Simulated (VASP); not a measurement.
Here is a VASP 6.6.1 calculation.

Contents of INCAR:

```
ALGO = Fast
EDIFF = 1E-6
EDIFFG = -0.005
ENCUT = 600
GGA = PS
IBRION = 2
ISIF = 3
ISMEAR = 0
IVDW = 12
LASPH = True
LCHARG = False
LREAL = False
LWAVE = False
NELM = 100
NSW = 80
PREC = Accurate
SIGMA = 0.01
```

File KPOINTS:

```
k-points
0
Gamma
  12 12 4
```

The input POSCAR:

```
BN
1.0
    2.4982400000      0.0000000000      0.0000000000
   -1.2491200000      2.1635393048      0.0000000000
    0.0000000000      0.0000000000      6.6357000000
B N
2 2
Direct
    0.3333333333      0.6666666667      0.2500000000
    0.6666666667      0.3333333333      0.7500000000
    0.3333333333      0.6666666667      0.7500000000
    0.6666666667      0.3333333333      0.2500000000
```

Potentials or basis: VASP PAW PBE potentials, release 64 (B, N).

Launch:

```bash
$ cat potpaw_PBE.64/B/POTCAR potpaw_PBE.64/N/POTCAR > POTCAR
$ mpirun -np 1 vasp_std > vasp.out
```

(1) Estimate the dispersion energy per atom.

(2) Estimate the relaxed cell.

(3) Estimate the band gap on the k mesh.

Results:

(1) -0.106 eV.

(2) a = 2.501 Å, b = 2.501 Å, c = 6.355 Å, α = 90.00°, β = 90.00°, γ = 120.00°.

(3) 4.07 eV, indirect (least direct gap 4.44 eV).
